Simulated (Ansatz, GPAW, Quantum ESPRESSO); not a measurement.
## One calculation of Ge, 5 ways

```
Ge
1.0
    -2.57449    2.57449    1.39741
     2.57449   -2.57449    1.39741
     2.57449    2.57449   -1.39741
Ge
2
Direct
  0.50000 0.50000 0.00000
  0.25000 0.75000 0.50000
```

This isn't the form of Ge at room conditions, which is diamond.

Alike in all runs: task band structure; functional PBEsol; k mesh 11 × 11 × 11; occupations fermi-dirac, width 0.05 eV; no spin polarisation; no spin-orbit coupling. Pressure is positive in compression and, in plane waves, holds the error of the finite cutoff.

| program and potentials | plane-wave cutoff (eV) | notes | pressure (GPa) |
| --- | --- | --- | --- |
| Quantum ESPRESSO, GBRV 1.5 PBEsol | 612 | 14 valence electrons an atom on average | -0.84 |
| Quantum ESPRESSO, PseudoDojo 0.4 SR PBEsol stringent | 1687 | 22 valence electrons an atom on average | -0.41 |
| GPAW, PAW data sets generated for this functional | 600 | 4 valence electrons an atom on average | -0.71 |
| Ansatz, all-electron LAPW, scalar-relativistic | - | - | -0.57 |
| Quantum ESPRESSO, PseudoDojo 0.4.1 SR PBEsol standard | 1061 | 14 valence electrons an atom on average | -0.60 |

The pressure spans -0.84 (Quantum ESPRESSO, GBRV 1.5 PBEsol) to -0.41 GPa (Quantum ESPRESSO, PseudoDojo 0.4 SR PBEsol stringent), with all-electron results at -0.57.

Differences between rows come from potentials, basis sets and numerical settings, since the functional is the same but for its coding. Runs on potential files found faulty are left out.

The cell is that of β-tin germanium, the metallic phase reached by compressing the diamond form. All five runs give a small negative pressure, so at this functional's level the lattice is slightly stretched and would contract if relaxed. Against the stiffness of germanium, both the residual stress and the spread between runs amount to only a fraction of a percent in bond length.

The spread doesn't follow the number of electrons treated as valence: the two 14-electron sets, at -0.84 and -0.60 GPa, lie on either side of the 4-electron result, and the 22-electron set is not the closest to the all-electron value. Freezing the 3d shell therefore can't alone account for the scatter, which probably also reflects how each potential was constructed.

Near-zero pressure means only that the cell is close to a stationary volume for this structure. It doesn't place β-tin below diamond in energy, nor does it give the transition pressure, which requires comparing the enthalpies of the two phases.
